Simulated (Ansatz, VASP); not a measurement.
**Ga in VASP and in Ansatz**

```
Ga
1.0
     1.45000   -4.06500    0.00000
     1.45000    4.06500    0.00000
     0.00000    0.00000    3.17000
Ga
2
Direct
  0.13300 0.86700 0.75000
  0.86700 0.13300 0.25000
```

This isn't the form of Ga at room conditions, which is orthorhombic.

Alike in both runs: functional LDA; k mesh 6 × 6 × 5; occupations fermi-dirac, width 0.05 eV; no spin polarisation.

```csv
,VASP,Ansatz
version,VASP 6.6.1,Ansatz 0.2.0
potentials or method,"VASP PAW LDA potentials, release 64 (Ga_d)",Ansatz PAW
plane-wave cutoff (eV),520,420
valence electrons in the cell,26,26
task,single point,band structure
```

Ansatz gave:

| Item | Value |
| --- | --- |
| gap on the k mesh at the Fermi level (eV) | none |
| pressure (GPa) | -3.7 |
| largest component of the traceless stress (GPa) | 2.32 |
| rms of the force components (eV/Å) | 0.079 |

Question: What did VASP give for the same quantities?

Answer: gap on the k mesh at the Fermi level (eV): none; pressure (GPa): -3.6; largest component of the traceless stress (GPa): 2.37; rms of the force components (eV/Å): 0.082.

Atom by atom the forces differ by 0.003 eV/Å (rms over components). A gap of «none» marks a metal or a gap that the smearing closes.

Caveats: the k mesh is coarse (spacing up to 0.40 Å⁻¹), so the values aren't converged; the PAW data sets come from PBE, with cores solved anew for the run's functional, which leaves a small shift of forces and pressure (Ansatz).
